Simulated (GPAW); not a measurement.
# free-standing square Cr monolayer, spacing 3.072 A: cost and accuracy of all numerical settings together

Aim: see how far moments and order energies of free-standing square Cr monolayer, spacing 3.072 A move with all numerical settings together, and what each rung costs.

Main program and level: GPAW 26.7.0; LDA; plane waves with GPAW's PAW setups, scalar-relativistic.

### Step 1. The starting structure

The cell holds 1 atom: 1 Cr. Cell: a = 3.072 Å, b = 3.072 Å, c = 14.000 Å, α = 90.0°, β = 90.0°, γ = 90.0°. model lattice. Vacuum lies along c.

### Step 2. Rung 1 (280 eV, mesh 4×4×1), start ferro +

Several settings change at once from rung to rung, from a quick look to a careful run; the headings and inputs name them.

The input, order1.py:

```python
import json
import numpy as np
from ase import Atoms
from ase.parallel import paropen, parprint
from gpaw import GPAW

atoms = Atoms(['Cr'],
    cell=[[3.072, 0.0, 0.0],
         [0.0, 3.072, 0.0],
         [0.0, 0.0, 14.0]],
    scaled_positions=[[0.0, 0.0, 0.5]],
    pbc=True,
    magmoms=[2.5])
atoms.calc = GPAW(mode={'name': 'pw', 'ecut': 280},
    xc='LDA',
    kpts={'size': (4, 4, 1), 'gamma': True},
    occupations={'name': 'fermi-dirac', 'width': 0.2},
    convergence={'density': 1e-05, 'energy': 1e-05},
    maxiter=200,
    symmetry={'tolerance': 1e-4},
    txt='order1.txt')
e = atoms.get_potential_energy(force_consistent=True)
res = {'free_energy': e, 'energy_sigma0': atoms.get_potential_energy(), 'fermi_energy': atoms.calc.get_fermi_level()}
res['moments'] = atoms.get_magnetic_moments().tolist()
res['total'] = atoms.get_magnetic_moment()
parprint('site moments (muB):', np.round(res['moments'], 3))
parprint(f"total moment: {res['total']:.3f} muB")
parprint(f'free energy: {e:.6f} eV')
atoms.calc.write('order1.gpw')
with paropen('results.json', 'w') as f:
    json.dump(res, f)
```

Run with:

```bash
$ OMP_NUM_THREADS=1 python3 order1.py > order1.log
```

Numbers of over 12 decimals in the logs are rounded to 6 here.

Log:

```text
site moments (muB): [3.829]
total moment: 4.864 muB
free energy: -6.653314 eV

--- order1.txt ---
Input parameters:
  mode=PW(ecut=280),
  convergence={'density': 1e-05, 'energy': 1e-05},
  kpts=MonkhorstPack(size=(4, 4, 1), gamma=True),
  maxiter=200,
  occupations=Occupations(name='fermi-dirac', width=0.2),
  symmetry=Symmetry(tolerance=0.0001),
  xc=XC(name='LDA')

Diagonalizing LCAO Hamiltonian
Converting LCAO to pw mode
   .-------.
  /|       |
 * |       |
 | |       |
 | |       |
 | |       |
 | |       |
 | |       |
 | |       |
 | |       |
 Cr|       |
 | |       |
 | |       |
 | |       |
 | |       |
 | |       |
 | |       |
 | .-------.
 |/       /
 *-------*

Atoms  # Å, Bohr magnetons
|   | symbol |        x |        y |        z |    initial magnetic moments |
|---|--------|----------|----------|----------|-----------------------------|
| 0 |     Cr | 0.000000 | 0.000000 | 7.000000 | ( 0.0000,  0.0000,  2.5000) |

Unit cell  # Å
| periodic |        x |        y |         z |   lengths |    angles |
|----------|----------|----------|-----------|-----------|-----------|
|      yes | 3.072000 | 0.000000 |  0.000000 |  3.072000 | 90.000000 |
|      yes | 0.000000 | 3.072000 |  0.000000 |  3.072000 | 90.000000 |
|      yes | 0.000000 | 0.000000 | 14.000000 | 14.000000 | 90.000000 |

Number of symmetries: 16

BZ-sampling:
  Number of BZ points: 16
  Number of IBZ points: 6

  Monkhorst-Pack size: [4, 4, 1]
  Monkhorst-Pack shift: [0.125, 0.125, 0.0]

Plane wave coefficients: 1424
Cutoff: 280.0 eV

Spin-components: 2 (collinear spins)
Bands:           9
Projectors:      6
Spin-degeneracy: 1
Datatype:        complex128

Parallelization:
  kpt:    1
  domain: 1
  band:   1

Density:
  Valence electrons: 6.0
  Components: 2
  Grid points: [12 12 56]
  Charge: 0.0  # |e|

Potential:
  Grid points: [12 12 56]

[... setups left out ...]
Reference energy: -28526.683362  # eV

eigensolver:
  PPCG
  Converge bands: occupied
  niter=2

density mixing:
  MSR1-Mixer
  Pratt-step length: 0.05
  Maximum mixing coefficient: 0.75
  Old densities: 10
  SVD Regularization: 0.005
  Good broyden scale: 1.0
  Trust region scale: 1.0
  Backstep threshold: 4.0
  History deletion threshold: 6.0
  Fourier metric: weight=20.0, sigma=0.015

occupation numbers:
  Fermi-Dirac:
    width: 0.2000  # eV

poisson solver:
  ecut: 2240.0  # eV

xc functional:
  name: None

convergence criteria:
- Maximum integral of absolute [dens]ity change: 1e-05 electrons / valence electron
- Maximum [total energy] change in last 3 cyles: 1e-05 eV / valence electron
- Maximum integral of absolute [eigenst]ate change: 4e-08 eV^2 / valence electron
maximum number of iterations: 200

SCF iterations
|iter     |      energy | eigst |  dens |  magmom |
|---------|-------------|-------|-------|---------|
|iter:   1|       0s |   -6.508512 | +0.43 |       |  +2.4965|
|iter:   2|       0s |   -6.198222 | -1.41 | -0.23 |  +2.5863|
|iter:   3|       1s |   -6.360963 | -0.69 | -0.28 |  +3.6276|
|iter:   4|       1s |   -6.593256 | -1.80 | -0.62 |  +4.6734|
|iter:   5|       1s |   -6.574213 | -1.87 | -1.19 |  +4.8588|
|iter:   6|       1s |   -6.576773 | -3.15 | -1.44 |  +4.7654|
|iter:   7|       1s |   -6.578837 | -3.65 | -1.80 |  +4.8444|
|iter:   8|       1s |   -6.579213 | -4.08 | -2.51 |  +4.8651|
|iter:   9|       2s |   -6.579202 | -4.36 | -3.05 |  +4.8645|
|iter:  10|       2s |   -6.579222c| -4.69 | -3.48 |  +4.8644|
|iter:  11|       2s |   -6.579218c| -4.91 | -3.91 |  +4.8643|
|iter:  12|       2s |   -6.579219c| -5.12 | -4.46 |  +4.8643|
|iter:  13|       2s |   -6.579219c| -5.36 | -4.72 |  +4.8643|
|iter:  14|       2s |   -6.579219c| -5.57 | -4.72 |  +4.8643|
|iter:  15|       2s |   -6.579219c| -5.81 | -4.90 |  +4.8643|
|iter:  16|       3s |   -6.579219c| -6.05 | -5.02c|  +4.8643|
|iter:  17|       3s |   -6.579220c| -6.23 | -5.14c|  +4.8643|
|iter:  18|       3s |   -6.579220c| -6.43 | -5.27c|  +4.8643|
|iter:  19|       3s |   -6.579220c| -6.64 | -5.52c|  +4.8643|
|iter:  20|       3s |   -6.579220c| -6.84 | -5.67c|  +4.8643|
|iter:  21|       3s |   -6.579220c| -7.02 | -5.65c|  +4.8643|
|iter:  22|       3s |   -6.579220c| -7.17 | -5.63c|  +4.8643|
|iter:  23|       4s |   -6.579220c| -7.35 | -5.66c|  +4.8643|
|iter:  24|       4s |   -6.579220c| -7.49c| -5.65c|  +4.8643|

Converged in 24 steps
Energy contributions relative to reference atoms: (reference = -28526.683362)

Energy contributions:
  Kinetic:           1.378349
  Coulomb:          -3.166452
  Zero:              0.157365
  External:          0.000000
  Xc:               -4.874387
  Entropy:          -0.148188
  Spinorbit:         0.000000
  ----------------------------
  Free energy:      -6.653314
  Extrapolated:     -6.579220

dipole moment: (-7.311636, -7.311636, 0.000077)  # |e|*Ang

Total magnetic moment: (0.000000, 0.000000, 4.864266)

Local magnetic moments
|        x |        y |        z |
|----------|----------|----------|
| 0.000000 | 0.000000 | 3.829327 |  # Cr   0

Fermi level: -2.639
Eigenvalues  # (at kpt = [0.000, 0.000, 0.000])
| band index |      eig [eV] | occ [0-1] |      eig [eV] | occ [0-1] |
|------------|---------------|-----------|---------------|-----------|
|          0 |        -6.877 |     1.000 |        -5.266 |     1.000 |
|          1 |        -4.667 |     1.000 |        -1.505 |     0.003 |
|          2 |        -3.869 |     0.998 |        -1.289 |     0.001 |
|          3 |        -3.098 |     0.908 |        -0.909 |     0.000 |
|          4 |        -3.098 |     0.908 |         0.516 |     0.000 |
|          5 |        -2.832 |     0.724 |         0.516 |     0.000 |
|          6 |        -2.220 |     0.109 |         0.826 |     0.000 |
|          7 |         1.040 |     0.000 |         1.326 |     0.000 |
|          8 |         2.200 |     0.000 |         2.433 |     0.000 |

No gap
No difference between direct/indirect transitions
```

It took 5.6 s on 1 MPI rank of Intel Xeon Platinum 8488C (Sapphire Rapids), shared host; peak memory 0.14 GiB.

Numbers from this step:

- magnetization: 4.864 μB
- final state: ferromagnetic
- largest moment: 3.829 μB

After 24 cycles the largest moment stands at 3.83 μB.

### Step 3. Rung 1 (280 eV, mesh 2×4×1), start antiferro q=(1/2,1/2,0) +-

The second start gives the energy difference between the two end states, the quantity that is followed up the ladder. Its q is in fractions of the reciprocal vectors of the first run's cell.

The input, order2.py:

```python
import json
import numpy as np
from ase import Atoms
from ase.parallel import paropen, parprint
from gpaw import GPAW

atoms = Atoms(['Cr', 'Cr'],
    cell=[[6.144, 0.0, 0.0],
         [3.072, 3.072, 0.0],
         [0.0, 0.0, 14.0]],
    scaled_positions=[[0.0, 0.0, 0.5],
         [0.5, 0.0, 0.5]],
    pbc=True,
    magmoms=[2.5, -2.5])
atoms.calc = GPAW(mode={'name': 'pw', 'ecut': 280},
    xc='LDA',
    kpts={'size': (2, 4, 1), 'gamma': True},
    occupations={'name': 'fermi-dirac', 'width': 0.2},
    convergence={'density': 1e-05, 'energy': 1e-05},
    maxiter=200,
    symmetry={'tolerance': 1e-4},
    txt='order2.txt')
e = atoms.get_potential_energy(force_consistent=True)
res = {'free_energy': e, 'energy_sigma0': atoms.get_potential_energy(), 'fermi_energy': atoms.calc.get_fermi_level()}
res['moments'] = atoms.get_magnetic_moments().tolist()
res['total'] = atoms.get_magnetic_moment()
parprint('site moments (muB):', np.round(res['moments'], 3))
parprint(f"total moment: {res['total']:.3f} muB")
parprint(f'free energy: {e:.6f} eV')
atoms.calc.write('order2.gpw')
with paropen('results.json', 'w') as f:
    json.dump(res, f)
```

Run with:

```bash
$ OMP_NUM_THREADS=1 python3 order2.py > order2.log
```

Log:

```text
UserWarning: Initial realspace grid (24,18,56) inconsistent with symmetries.
UserWarning: Using symmetrized grid: (24,24,56).

site moments (muB): [ 3.699 -3.699]
total moment: 0.000 muB
free energy: -13.582219 eV

--- order2.txt ---
Input parameters:
  mode=PW(ecut=280),
  convergence={'density': 1e-05, 'energy': 1e-05},
  kpts=MonkhorstPack(size=(2, 4, 1), gamma=True),
  maxiter=200,
  occupations=Occupations(name='fermi-dirac', width=0.2),
  symmetry=Symmetry(tolerance=0.0001),
  xc=XC(name='LDA')

Diagonalizing LCAO Hamiltonian
Converting LCAO to pw mode

       Cr     Cr

Atoms  # Å, Bohr magnetons
|   | symbol |        x |        y |        z |    initial magnetic moments |
|---|--------|----------|----------|----------|-----------------------------|
| 0 |     Cr | 0.000000 | 0.000000 | 7.000000 | ( 0.0000,  0.0000,  2.5000) |
| 1 |     Cr | 3.072000 | 0.000000 | 7.000000 | ( 0.0000,  0.0000, -2.5000) |

Number of symmetries: 8

BZ-sampling:
  Number of BZ points: 8
  Number of IBZ points: 5

  Monkhorst-Pack size: [2, 4, 1]
  Monkhorst-Pack shift: [0.25, 0.125, 0.0]

Plane wave coefficients: 2848
Cutoff: 280.0 eV

Spin-components: 2 (collinear spins)
Bands:           12
Projectors:      12
Spin-degeneracy: 1
Datatype:        complex128

Parallelization:
  kpt:    1
  domain: 1
  band:   1

Density:
  Valence electrons: 12.0
  Components: 2
  Grid points: [24 24 56]
  Charge: 0.0  # |e|

Potential:
  Grid points: [24 24 56]

[... setups left out ...]
Reference energy: -57053.366723  # eV

convergence criteria:
- Maximum integral of absolute [dens]ity change: 1e-05 electrons / valence electron
[...]
|iter:  34|      17s |  -13.400022c| -7.01 | -5.74c|  +0.0000|
|iter:  35|      17s |  -13.400022c| -7.12 | -5.68c|  +0.0000|
|iter:  36|      18s |  -13.400022c| -7.26 | -5.84c|  +0.0000|
|iter:  37|      18s |  -13.400022c| -7.35 | -5.55c|  +0.0000|
|iter:  38|      18s |  -13.400022c| -7.47c| -5.34c|  +0.0000|

Converged in 38 steps
Energy contributions relative to reference atoms: (reference = -57053.366723)

Energy contributions:
  Kinetic:          -1.935593
  Coulomb:          -2.773058
  Zero:              0.319423
  External:          0.000000
  Xc:               -8.828597
  Entropy:          -0.364394
  Spinorbit:         0.000000
  ----------------------------
  Free energy:     -13.582219
  Extrapolated:    -13.400022

dipole moment: (-29.269940, -14.634989, 0.000155)  # |e|*Ang

Total magnetic moment: (0.000000, 0.000000, 0.000002)

Local magnetic moments
|        x |        y |         z |
|----------|----------|-----------|
| 0.000000 | 0.000000 |  3.698516 |  # Cr   0
| 0.000000 | 0.000000 | -3.698512 |  # Cr   1

Fermi level: -2.843
Eigenvalues  # (at kpt = [0.000, 0.000, 0.000])
| band index |      eig [eV] | occ [0-1] |      eig [eV] | occ [0-1] |
|------------|---------------|-----------|---------------|-----------|
|          0 |        -6.039 |     1.000 |        -6.039 |     1.000 |
|          1 |        -3.968 |     0.996 |        -3.968 |     0.996 |
|          2 |        -3.728 |     0.988 |        -3.728 |     0.988 |
|          3 |        -3.502 |     0.964 |        -3.502 |     0.964 |
|          4 |        -3.424 |     0.948 |        -3.424 |     0.948 |
[...]
|          8 |        -0.342 |     0.000 |        -0.342 |     0.000 |
|          9 |        -0.024 |     0.000 |        -0.024 |     0.000 |
|         10 |        -0.024 |     0.000 |        -0.024 |     0.000 |
|         11 |         0.290 |     0.000 |         0.290 |     0.000 |

No gap
No difference between direct/indirect transitions
```

Elapsed: 22 s, on 1 MPI rank; peak memory 0.2 GiB.

Read from the output:

```
magnetization  : 0 μB
final state    : antiferromagnetic
largest moment : 3.699 μB
```

This start lies -137.8 meV a seeded atom from the first; its largest moment is 3.70 μB.

### Step 4. Rung 2 (380 eV, mesh 6×6×1), start ferro +

order1.py is the script of step 2 with these lines changed:

```diff
@@ -13,6 +13,6 @@
     magmoms=[2.5])
-atoms.calc = GPAW(mode={'name': 'pw', 'ecut': 280},
+atoms.calc = GPAW(mode={'name': 'pw', 'ecut': 380},
     xc='LDA',
-    kpts={'size': (4, 4, 1), 'gamma': True},
-    occupations={'name': 'fermi-dirac', 'width': 0.2},
+    kpts={'size': (6, 6, 1), 'gamma': True},
+    occupations={'name': 'fermi-dirac', 'width': 0.15},
     convergence={'density': 1e-05, 'energy': 1e-05},
```

Run with:

```bash
$ OMP_NUM_THREADS=1 python3 order1.py > order1.log
```

Log:

```text
site moments (muB): [3.863]
total moment: 4.893 muB
free energy: -6.668418 eV

--- order1.txt ---
Input parameters:
  mode=PW(ecut=380),
  convergence={'density': 1e-05, 'energy': 1e-05},
  kpts=MonkhorstPack(size=(6, 6, 1), gamma=True),
  maxiter=200,
  occupations=Occupations(name='fermi-dirac', width=0.15),
  symmetry=Symmetry(tolerance=0.0001),
  xc=XC(name='LDA')

Diagonalizing LCAO Hamiltonian
[...]
|          3 |        -3.061 |     0.904 |        -0.865 |     0.000 |
|          4 |        -3.061 |     0.904 |         0.567 |     0.000 |
|          5 |        -2.796 |     0.618 |         0.567 |     0.000 |
|          6 |        -2.215 |     0.032 |         0.861 |     0.000 |
|          7 |         1.057 |     0.000 |         1.363 |     0.000 |
|          8 |         2.195 |     0.000 |         2.432 |     0.000 |

No gap
No difference between direct/indirect transitions


[key lines of the parts left out:]
Free energy:      -6.668418
Converged in 23 steps
dipole moment: (-7.307864, -7.307864, 0.000077)  # |e|*Ang
Fermi level: -2.724
```

Wall time 9.4 s (1 MPI rank); peak memory 0.16 GiB.

Read from the output:

* magnetization: 4.893 μB
* final state: ferromagnetic
* largest moment: 3.863 μB

The largest moment moves by +0.03 μB from rung 1, at 1.7 times its CPU time.

### Step 5. Rung 2 (380 eV, mesh 3×6×1), start antiferro q=(1/2,1/2,0) +-

order2.py is the script of step 3 with these lines changed:

```diff
@@ -14,6 +14,6 @@
     magmoms=[2.5, -2.5])
-atoms.calc = GPAW(mode={'name': 'pw', 'ecut': 280},
+atoms.calc = GPAW(mode={'name': 'pw', 'ecut': 380},
     xc='LDA',
-    kpts={'size': (2, 4, 1), 'gamma': True},
-    occupations={'name': 'fermi-dirac', 'width': 0.2},
+    kpts={'size': (3, 6, 1), 'gamma': True},
+    occupations={'name': 'fermi-dirac', 'width': 0.15},
     convergence={'density': 1e-05, 'energy': 1e-05},
```

Run with:

```bash
$ OMP_NUM_THREADS=1 python3 order2.py > order2.log
```

Log:

```text
UserWarning: Initial realspace grid (28,20,63) inconsistent with symmetries.
UserWarning: Using symmetrized grid: (28,28,63).

site moments (muB): [ 3.73 -3.73]
total moment: -0.000 muB
free energy: -13.675571 eV

--- order2.txt ---
Input parameters:
  mode=PW(ecut=380),
  convergence={'density': 1e-05, 'energy': 1e-05},
  kpts=MonkhorstPack(size=(3, 6, 1), gamma=True),
  maxiter=200,
[...]
|          3 |        -3.478 |     0.975 |        -3.478 |     0.975 |
|          4 |        -3.407 |     0.961 |        -3.407 |     0.961 |
[...]
|          8 |        -0.343 |     0.000 |        -0.343 |     0.000 |
|          9 |         0.014 |     0.000 |         0.014 |     0.000 |
|         10 |         0.014 |     0.000 |         0.014 |     0.000 |
|         11 |         0.286 |     0.000 |         0.286 |     0.000 |

No gap
No difference between direct/indirect transitions


[key lines of the parts left out:]
Free energy:     -13.675571
Converged in 41 steps
dipole moment: (-29.261902, -14.630969, 0.000155)  # |e|*Ang
Fermi level: -2.926
```

Wall time 53 s (1 MPI rank); peak memory 0.24 GiB.

Read from the output:

```
magnetization  : 0 μB
final state    : antiferromagnetic
largest moment : 3.730 μB
```

This start lies -169.4 meV a seeded atom from the first, a change of -31.6 meV since rung 1; its largest moment is 3.73 μB.

### Step 6. Rung 3 (500 eV, mesh 8×8×1), start ferro +

order1.py is the script of step 4 with these lines changed:

```diff
@@ -13,6 +13,6 @@
     magmoms=[2.5])
-atoms.calc = GPAW(mode={'name': 'pw', 'ecut': 380},
+atoms.calc = GPAW(mode={'name': 'pw', 'ecut': 500},
     xc='LDA',
-    kpts={'size': (6, 6, 1), 'gamma': True},
-    occupations={'name': 'fermi-dirac', 'width': 0.15},
+    kpts={'size': (8, 8, 1), 'gamma': True},
+    occupations={'name': 'fermi-dirac', 'width': 0.1},
     convergence={'density': 1e-05, 'energy': 1e-05},
```

Run with:

```bash
$ OMP_NUM_THREADS=1 python3 order1.py > order1.log
```

Log:

```text
site moments (muB): [3.89]
total moment: 4.971 muB
free energy: -6.672808 eV

--- order1.txt ---
Input parameters:
  mode=PW(ecut=500),
  convergence={'density': 1e-05, 'energy': 1e-05},
  kpts=MonkhorstPack(size=(8, 8, 1), gamma=True),
  maxiter=200,
  occupations=Occupations(name='fermi-dirac', width=0.1),
  symmetry=Symmetry(tolerance=0.0001),
  xc=XC(name='LDA')

Diagonalizing LCAO Hamiltonian
[...]
|          3 |        -3.013 |     0.951 |        -0.803 |     0.000 |
|          4 |        -3.013 |     0.951 |         0.646 |     0.000 |
|          5 |        -2.773 |     0.636 |         0.646 |     0.000 |
|          6 |        -2.228 |     0.007 |         0.923 |     0.000 |
|          7 |         1.056 |     0.000 |         1.373 |     0.000 |
|          8 |         2.196 |     0.000 |         2.444 |     0.000 |

No gap
No difference between direct/indirect transitions


[key lines of the parts left out:]
Free energy:      -6.672808
Converged in 24 steps
dipole moment: (-7.299703, -7.299703, 0.000077)  # |e|*Ang
Fermi level: -2.717
```

The job ended after 17 s (1 MPI rank; peak memory 0.19 GiB).

This step gave:

```
magnetization  : 4.971 μB
final state    : ferromagnetic
largest moment : 3.890 μB
```

The largest moment moves by +0.03 μB from rung 2, at 1.8 times its CPU time.

(Continued in part 2 of 2.)

[Logs and program files are shortened in this print: banners, set-up blocks, solver, clock and traceback lines can be left out without a mark of their own.]

[Logs are printed without paths, hosts, clocks, repeated set-up lines and the standing remarks that a program may print on its own settings, such as how far it seeks lower states.]

[Hosts, paths, dates, database ids (printed as entryN), source tags and the programs' standing remarks are cut or masked in the printed files.]

[Where a cell is said to come from a database of computed structures, the database is the Materials Project.]
